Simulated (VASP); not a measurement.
# CdSe (F-43m) in VASP: notebook

The runs below take CdSe through single point, with PBE, PBE+D4.

All numbers are computed with VASP 6.6.1; they aren't measurements. Logs are shortened: lines on timing, memory, paths and dates and some standing lists are left out, and cuts for length are marked.

## Step 1: The crystal as given

Symmetry: F-43m, No. 216, cubic system. Conventional cell: a = 6.141 Å, b = 6.141 Å, c = 6.141 Å, α = 90.00°, β = 90.00°, γ = 90.00°. Cd (site symmetry -43m) is surrounded by 4 Se at 2.66 Å. Se (site symmetry -43m) has 4 Cd at 2.66 Å as nearest neighbours.

Measurements of this composition are mostly on another form, of space group No. 186.

## Step 2: Single point, PBE

The input, INCAR:

```
SYSTEM = CdSe
ALGO = Fast ; EDIFF = 1E-7
ENCUT = 520 ; GGA = PE
ISIF = 2 ; ISMEAR = 0
LASPH = .True. ; LCHARG = .True.
LELF = .True. ; LREAL = .False.
LVHAR = .True. ; LWAVE = .False.
NBANDS = 16 ; NELM = 100
PREC = Accurate ; SIGMA = 0.028999999999999998
```

The input, KPOINTS:

```
k-points
0
Gamma
  8 8 8
  0 0 0
```

The input, POSCAR:

```
CdSe
1.0
    0.0000000000      3.0702711986      3.0702711986
    3.0702711986      0.0000000000      3.0702711986
    3.0702711986      3.0702711986      0.0000000000
Cd Se
1 1
Direct
    0.0000000000      0.0000000000      0.0000000000
    0.2500000000      0.2500000000      0.2500000000
```

Potentials or basis: VASP PAW PBE potentials, release 64 (Cd, Se).

Run with:

```sh
$ cat potpaw_PBE.64/Cd/POTCAR potpaw_PBE.64/Se/POTCAR > POTCAR
$ mpirun -np 1 vasp_std > vasp.out
```

OUTCAR:

```text
SYSTEM = CdSe
   EDIFF = 1E-7
   ENCUT = 520
   GGA = PE
   ISIF = 2
   ISMEAR = 0
   LASPH = .True.
   LREAL = .False.
   NELM = 100
   PREC = Accurate

 ion  position               nearest neighbor table
   1  0.000  0.000  0.000-   2 2.66   2 2.66   2 2.66   2 2.66
   2  0.250  0.250  0.250-   1 2.66   1 2.66   1 2.66   1 2.66

  LATTYP: Found a face centered cubic cell.
 ALAT       =     6.1405423972

  Lattice vectors:

 A1 = (   0.0000000000,   3.0702711986,   3.0702711986)
 A2 = (   3.0702711986,   0.0000000000,   3.0702711986)
 A3 = (   3.0702711986,   3.0702711986,   0.0000000000)

Analysis of symmetry for initial positions (statically):
=====================================================================
 Subroutine PRICEL returns:
 Original cell was already a primitive cell.

 Routine SETGRP: Setting up the symmetry group for a
 face centered cubic supercell.

 Subroutine GETGRP returns: Found 24 space group operations
 (whereof 24 operations were pure point group operations)
 out of a pool of 48 trial point group operations.

The static configuration has the point symmetry T_d .

Analysis of symmetry for dynamics (positions and initial velocities):
=====================================================================
 Subroutine PRICEL returns:
 Original cell was already a primitive cell.

 Routine SETGRP: Setting up the symmetry group for a
 face centered cubic supercell.

 Subroutine GETGRP returns: Found 24 space group operations
 (whereof 24 operations were pure point group operations)
 out of a pool of 48 trial point group operations.

The dynamic configuration has the point symmetry T_d .

 Subroutine INISYM returns: Found 24 space group operations
 (whereof 24 operations are pure point group operations),
 and found     1 'primitive' translations

----------------------------------------------------------------------------------------

                                     Primitive cell

  volume of cell :      57.8842

  direct lattice vectors                    reciprocal lattice vectors
     0.000000000  3.070271199  3.070271199    -0.162852063  0.162852063  0.162852063
     3.070271199  0.000000000  3.070271199     0.162852063 -0.162852063  0.162852063
     3.070271199  3.070271199  0.000000000     0.162852063  0.162852063 -0.162852063

  length of vectors
     4.342019169  4.342019169  4.342019169     0.282068048  0.282068048  0.282068048

[... 75 lines left out ...]
   LNONCOLLINEAR =      F non collinear calculations
   LSORBIT =      F    spin-orbit coupling
   LASPH  =      T    aspherical Exc in radial PAW
   ENCUT  =  520.0 eV  38.22 Ry    6.18 a.u.   8.07  8.07  8.07*2*pi/ulx,y,z
   NELM   =    100;   NELMIN=  2; NELMDL= -5     # of ELM steps
   EDIFF  = 0.1E-06   stopping-criterion for ELM
   LREAL  =      F    real-space projection
   EDIFFG = 0.1E-05   stopping-criterion for IOM
   NSW    =      0    number of steps for IOM
   IBRION =     -1    ionic relax: 0-MD 1-quasi-New 2-CG
   NFREE  =      0    steps in history (QN), initial steepest desc. (CG)
   ISIF   =      2    stress and relaxation
   ISYM   =      2    0-nonsym 1-usesym 2-fastsym
   POTIM  = 0.5000    time-step for ionic-motion
   TEBEG  =    0.0;   TEEND  =   0.0 temperature during run
   PSTRESS=    0.0 pullay stress
   NELECT =      18.0000    total number of electrons
   NUPDOWN=      -1.0000    fix difference up-down
   EMIN   =  10.00;   EMAX   =-10.00  energy-range for DOS
   EFERMI =   0.00;   METHOD = LEGACY
   ISMEAR =     0;   SIGMA  =   0.03  broadening in eV -4-tet -1-fermi 0-gaus
   EFERMI_NEDOS =   21; number of points for ismear=-14 and -15
   IALGO  =     68    algorithm
   IMIX   =      4    mixing-type and parameters
     AMIX     =   0.40;   BMIX     =  1.00
     AMIX_MAG =   1.60;   BMIX_MAG =  1.00
  volume/ion in A,a.u.               =      28.94       195.31
  Fermi-wavevector in a.u.,A,eV,Ry     =   1.109121  2.095935 16.737199  1.230149
  Thomas-Fermi vector in A             =   2.245657
   LORBIT       =      0    0 simple, 1 ext, 2 COOP (PROOUT), +10 PAW based schemes
   GGA     = PE    functional components
   LHFCALC =     F    Hartree Fock is set to
   AEXX    =    0.0000 exact exchange contribution
   IVDW    =     0    specifies the selected vdW correction
   LEPSILON=     F    determine dielectric tensor
   LRPA    =     F    only Hartree local field effects (RPA)
 non-spin polarized calculation
 RMM-DIIS sequential band-by-band and
 Gauss-broadening in eV      SIGMA  =   0.03
  energy-cutoff  :      520.00
  volume of cell :       57.88
 maximum number of plane-waves:      1588
   NGX = 17   NGY = 17   NGZ = 17

 number of electron      18.0000008 magnetization

 Free energy of the ion-electron system (eV)
  ---------------------------------------------------
  ext. energy  EPLUGINS =         0.00000000
  ---------------------------------------------------
  free energy    TOTEN  =        -5.49046536 eV

  energy without entropy =       -5.49046536  energy(sigma->0) =       -5.49046536

 E-fermi :   0.9204     XC(G=0):  -8.7559

 val. band max:        0.7191502326   @ k =   0.0000   0.0000   0.0000
 cond. band min:       1.2688531856   @ k =   0.0000   0.0000   0.0000
 fundamental gap:      0.5497029529
 Fermi energy:         0.9203684837

 k-point     1 :       0.0000    0.0000    0.0000
  band No.  band energies     occupation
      1     -11.7179      2.00000
      2      -7.1231      2.00000
      3      -7.1231      2.00000
      4      -7.1231      2.00000
      5      -6.7786      2.00000
      6      -6.7786      2.00000
[... 433 lines left out ...]
      3      -6.9801      2.00000
      4      -6.7958      2.00000
      5      -6.7633      2.00000
      6      -6.4244      2.00000
[... 8 lines left out ...]
     15      12.3178      0.00000
     16      13.2633      0.00000

 [... further k-points ...]
[... 5 lines left out ...]
  --------------------------------------------------------------------------------------
  -------------------------------------------------------------------------------------
  Total        0.5650591      0.5650591      0.5650591      0.0000000      0.0000000     -0.0000000
  in kB       15.6402702     15.6402702     15.6402702      0.0000000      0.0000000     -0.0000000
  external PRESSURE =      15.6402702 kB  Pullay stress =       0.0000000 kB

 VOLUME and BASIS-vectors are now :
 -----------------------------------------------------------------------------
  energy-cutoff  :      520.00
  volume of cell :       57.88
      direct lattice vectors                 reciprocal lattice vectors
     0.000000000  3.070271199  3.070271199    -0.162852063  0.162852063  0.162852063
     3.070271199  0.000000000  3.070271199     0.162852063 -0.162852063  0.162852063
     3.070271199  3.070271199  0.000000000     0.162852063  0.162852063 -0.162852063

 POSITION                                       TOTAL-FORCE (eV/Angst)
 -----------------------------------------------------------------------------------
      0.00000      0.00000      0.00000        -0.000000     -0.000000     -0.000000
      1.53514      1.53514      1.53514         0.000000      0.000000      0.000000
 -----------------------------------------------------------------------------------
    total drift:                               -0.000001     -0.000001     -0.000000

  FREE ENERGIE OF THE ION-ELECTRON SYSTEM (eV)
  ---------------------------------------------------
  free  energy   TOTEN  =        -5.4904653602 eV

  energy  without entropy=       -5.4904653602  energy(sigma->0) =       -5.49046536
```

stdout:

```text
POSCAR found type information on POSCAR CdSe
 POSCAR found :  2 types and       2 ions
 scaLAPACK will be used
 LDA part: xc-table for (Slater+PW92), standard interpolation
 POSCAR, INCAR and KPOINTS ok, starting setup
 FFT: planning ... GRIDC
 FFT: planning ... GRID_SOFT
 FFT: planning ... GRID
 WAVECAR not read
 entering main loop
```

Run time: 16 s. Hardware: 1 thread of Intel Xeon Platinum 8488C (Sapphire Rapids), shared host; peak memory 0.18 GiB.

What came out:

* Free energy: -5.4905 eV
* Pressure: 1.6 GPa
* Band gap on the k mesh: 0.55 eV, direct

Expect the measured gap to be larger: semilocal functionals such as PBE lack the derivative discontinuity.

## Step 3: Single point, PBE+D4, collinear spin, typed start (volume scaled by 1.02)

The input, INCAR:

```
SYSTEM = CdSe
PREC     = Accurate       ! precision mode
ENCUT    = 520            ! plane-wave cutoff, eV
EDIFF    = 1E-6           ! SCF threshold, eV
ISMEAR   = -1             ! smearing method
SIGMA    = 0.05           ! smearing width, eV
LREAL    = .False.        ! projectors in reciprocal space
LASPH    = .True.         ! aspherical terms in the spheres
NELM     = 150            ! most SCF steps
ALGO     = Normal         ! electronic algorithm
ISIF     = 2              ! what is computed and relaxed
LWAVE    = .False.        ! write WAVECAR
LCHARG   = .False.        ! write CHGCAR
ISPIN    = 2              ! spin polarisation
MAGMOM   = 1 0            ! initial moments
LORBIT   = 11             ! projections on sites
NUPDOWN  = 1.0            ! fixed moment
GGA      = PE             ! functional
IVDW     = 13             ! dispersion correction
NBANDS   = 20             ! bands
```

The input, KPOINTS:

```
regular mesh
0
Gamma
  8 8 8
  0 0 0
```

The input, POSCAR:

```
CdSe
1.0
    0.0000000000      3.0906047130      3.0906047130
    3.0906047130      0.0000000000      3.0906047130
    3.0906047130      3.0906047130      0.0000000000
Cd Se
1 1
Direct
    0.0000000000      0.0000000000      0.0000000000
    0.2500000000      0.2500000000      0.2500000000
```

Potentials or basis: VASP PAW PBE potentials, release 64 (Cd, Se).

Run with:

```sh
$ cat potpaw_PBE.64/Cd/POTCAR potpaw_PBE.64/Se/POTCAR > POTCAR
$ mpirun -np 1 vasp_std > vasp.out
```

It took 51 s on 1 thread of AMD EPYC 9R45 (Zen 5), shared host; peak memory 0.23 GiB.

The run converged. Its results:

| Property | Result |
| --- | --- |
| Free energy | -4.4717 eV |
| Pressure | 2.8 GPa |
| Net moment | 1.00 μB per cell |
| Site moments | Cd +0.17; Se +0.40 μB |
| Valence electrons inside the program's atomic spheres | Cd 10.31; Se 3.79 |
| Dispersion energy per atom | -0.306 eV |

Caveat: the total moment is fixed, so each spin has its own Fermi level.
